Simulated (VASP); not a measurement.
**Be18H: relaxation of the atoms with PBEsol**

Slab: Be18H, a slab with vacuum.

```
Be H
1.0
     4.58000    0.00000    0.00000
     3.43500    5.94960    0.00000
     0.00000    0.00000   14.58843
Be H
18 1
Cartesian
  0.0000 0.0000 1.0000
  2.2900 0.0000 1.0000
  1.1450 1.9832 1.0000
  3.4350 1.9832 1.0000
  2.2900 3.9664 1.0000
  4.5800 3.9664 1.0000
  0.0000 1.3221 2.7942
  2.2900 1.3221 2.7942
  1.1450 3.3053 2.7942
  3.4350 3.3053 2.7942
  2.2900 5.2885 2.7942
  4.5800 5.2885 2.7942
  0.0000 0.0000 4.5884
  2.2900 0.0000 4.5884
  1.1450 1.9832 4.5884
  3.4350 1.9832 4.5884
  2.2900 3.9664 4.5884
  4.5800 3.9664 4.5884
  5.0454 3.2098 5.5384
```

The cell was built by a generator and needn't be a form met in nature.

```json
{
  "Program": "VASP 6.6.1",
  "Task": "relaxation of the atoms",
  "Functional": "PBEsol",
  "Potentials or basis": "VASP PAW PBE potentials, release 64 (Be, H)",
  "Cutoff": "520 eV",
  "k mesh": "6 × 4 × 1",
  "Occupations": "gaussian, width 0.1 eV",
  "Spin": "no spin polarisation",
  "Dipole correction": "no",
  "Atoms held fixed (from 0)": "[0, 1, 2, 3, 4, 5]",
  "Further INCAR settings": "LREAL = Auto; ALGO = Fast; EDIFF = 1e-07; IBRION = 2; EDIFFG = -0.03; NSW = 80"
}
```

The energy gained by relaxing is 28.0 meV/atom. The ionic steps are 27 and the band gap on the k mesh is none (metal or under the smearing width).

The path:
| step | energy change (eV) | largest force (eV/Å) | pressure (GPa) |
| --- | --- | --- | --- |
| 1 | 0.0000 | 2.2516 | -3.00 |
| 2 | -0.1979 | 0.6009 | -3.24 |
| 3 | -0.1979 | 0.6014 | -3.24 |
| 4 | -0.2386 | 0.4283 | -3.29 |
| 5 | -0.2649 | 0.3670 | -3.34 |
| 6 | -0.2821 | 0.2286 | -3.39 |
| 7 | -0.2955 | 0.2765 | -3.48 |
| 8 | -0.3105 | 0.2486 | -3.57 |
| 9 | -0.3199 | 0.3521 | -3.69 |
| 10 | -0.3348 | 0.3998 | -3.77 |
| 11 | -0.3755 | 0.5157 | -3.99 |
| 12 | -0.4081 | 0.4386 | -4.37 |
| 13 | -0.4099 | 0.5249 | -4.26 |
| 14 | -0.4281 | 0.4590 | -4.32 |
| 15 | -0.4470 | 0.2857 | -4.43 |
| 16 | -0.4606 | 0.2289 | -4.42 |
| 17 | -0.4852 | 0.2282 | -4.38 |
| 18 | -0.4882 | 0.2363 | -4.35 |
| 19 | -0.4998 | 0.1974 | -4.31 |
| 20 | -0.5152 | 0.1783 | -4.19 |
| 21 | -0.5207 | 0.1654 | -4.16 |
| 22 | -0.5229 | 0.1511 | -4.12 |
| 23 | -0.5265 | 0.1327 | -4.07 |
| 24 | -0.5281 | 0.1108 | -4.01 |
| 25 | -0.5309 | 0.1002 | -3.95 |
| 26 | -0.5313 | 0.0944 | -3.91 |
| 27 | -0.5324 | 0.1007 | -3.88 |

Final structure:
```
Be H
1.0
     4.58000    0.00000    0.00000
     3.43500    5.94960    0.00000
     0.00000    0.00000   14.58843
Be H
18 1
Direct
  0.00000 0.00000 0.06855
  0.50000 0.00000 0.06855
  0.00000 0.33333 0.06855
  0.50000 0.33333 0.06855
  0.00000 0.66667 0.06855
  0.50000 0.66667 0.06855
  0.83376 0.22177 0.19567
  0.32863 0.22424 0.19472
  0.83166 0.55360 0.19048
  0.33609 0.55205 0.19600
  0.82834 0.89011 0.19662
  0.33699 0.88533 0.19613
  0.99952 0.99826 0.32325
  0.49368 0.00397 0.32078
  0.00154 0.32821 0.32094
  0.50454 0.32406 0.31875
  0.99995 0.66629 0.32083
  0.49472 0.66683 0.32080
  0.83252 0.55366 0.37725
```

Levels at points of the mesh, in eV from the Fermi level:
| k point | band 15 | band 16 | band 17 | band 18 | band 19 | band 20 | band 21 | band 22 |
| --- | --- | --- | --- | --- | --- | --- | --- | --- |
| (0.00, 0.00, 0.00) | -1.71 | -1.23 | -0.98 | -0.22 | -0.07 | 1.52 | 1.94 | 2.74 |
| (0.50, 0.00, 0.00) | -0.80 | -0.53 | -0.12 | 0.13 | 0.19 | 0.31 | 1.08 | 1.28 |
| (0.00, 0.50, 0.00) | -1.72 | -1.68 | -1.25 | -0.89 | -0.20 | -0.08 | 2.64 | 2.72 |
| (0.50, 0.50, 0.00) | -1.13 | -0.40 | -0.25 | -0.16 | 0.40 | 0.58 | 2.39 | 2.67 |

Wall time 35 min on 1 thread of Intel(R) Xeon(R) 6975P-C (Granite Rapids), on a shared host, peak memory 0.56 GiB.

Caveat: the PAW data sets were made with another functional, which shifts forces and pressure a little.
